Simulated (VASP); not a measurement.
**PbSe: band structure with PBE**

**Experimental background.**

From a printed reference work, monograph, for a bulk crystal of PbSe at 300 K: band gap 0.28 eV (direct).

Crystal: PbSe.

```
Pb Se
1.0
     0.00000    3.10883    3.10883
     3.10883    0.00000    3.10883
     3.10883    3.10883    0.00000
Pb Se
1 1
Direct
  0.00000 0.00000 0.00000
  0.50000 0.50000 0.50000
```

| Quantity | Value |
| --- | --- |
| Program | VASP 6.6.1 |
| Task | band structure |
| Functional | PBE |
| Potentials or basis | VASP PAW PBE potentials, release 64 (Pb_d, Se) |
| Cutoff | 520 eV |
| k mesh | 8 × 8 × 8 |
| Occupations | gaussian, width 0.03 eV |
| Spin | no spin polarisation |
| Further INCAR settings | ALGO = Normal; EDIFF = 1e-06; NBANDS = 17 |

| Quantity | Value |
| --- | --- |
| Pressure | 0.0 GPa |
| Band gap on the k mesh | 0.44 eV, direct |
| Band gap along the path | 0.44 eV, direct |

Levels at the corners of the path, in eV from the valence-band top:
```csv
point,band 8,band 9,band 10,band 11,band 12,band 13
Γ,-1.64,-1.64,-1.64,4.64,4.64,4.64
X,-4.57,-2.91,-2.91,3.92,5.47,5.47
X,-4.57,-2.91,-2.91,3.92,5.47,5.47
W,-3.85,-3.85,-0.67,1.96,4.95,4.95
W,-3.85,-3.85,-0.67,1.96,4.95,4.95
K,-4.18,-2.43,-2.17,3.40,3.98,5.35
K,-4.18,-2.43,-2.17,3.40,3.98,5.35
Γ,-1.64,-1.64,-1.64,4.64,4.64,4.64
Γ,-1.64,-1.64,-1.64,4.64,4.64,4.64
L,-1.26,-1.26,0.00,0.44,1.83,1.83
L,-1.26,-1.26,0.00,0.44,1.83,1.83
U,-4.18,-2.43,-2.17,3.40,3.98,5.35
U,-4.18,-2.43,-2.17,3.40,3.98,5.35
W,-3.85,-3.85,-0.67,1.96,4.95,4.95
W,-3.85,-3.85,-0.67,1.96,4.95,4.95
L,-1.26,-1.26,0.00,0.44,1.83,1.83
L,-1.26,-1.26,0.00,0.44,1.83,1.83
K,-4.18,-2.43,-2.17,3.40,3.98,5.35
U,-4.18,-2.43,-2.17,3.40,3.98,5.35
X,-4.57,-2.91,-2.91,3.92,5.47,5.47
```

Core levels (eV, on the scale of the bands):
```csv
atom,levels
1 Pb,"1s -88083.0, 2s -15744.5, 2p -13499.3, 3s -3772.8, 3p -3129.3, 3d -2474.3, 4s -847.3, 4p -636.5, 4d -392.9, 4f -123.9, 5s -135.1, 5p -76.8"
2 Se,"1s -12492.7, 2s -1596.2, 2p -1402.5, 3s -202.8, 3p -142.3, 3d -42.5"
```

It took 34 s on 1 thread of Intel(R) Xeon(R) 6975P-C (Granite Rapids) (shared host), peak memory 0.22 GiB.

Against the measured gap of PbSe, 0.28 eV (direct; 300 K; a printed reference work, monograph), the calculated 0.44 eV is off by +0.16 eV. 2 values of this kind are on record (0.15 to 0.28 eV); this one was drawn at random. Spin-orbit coupling on Pb, Se is left out. The value is that of PBE, without temperature or zero-point motion.

Caveat: spin-orbit coupling is left out, which as a rule narrows the gap of such compounds by several tenths of an eV.
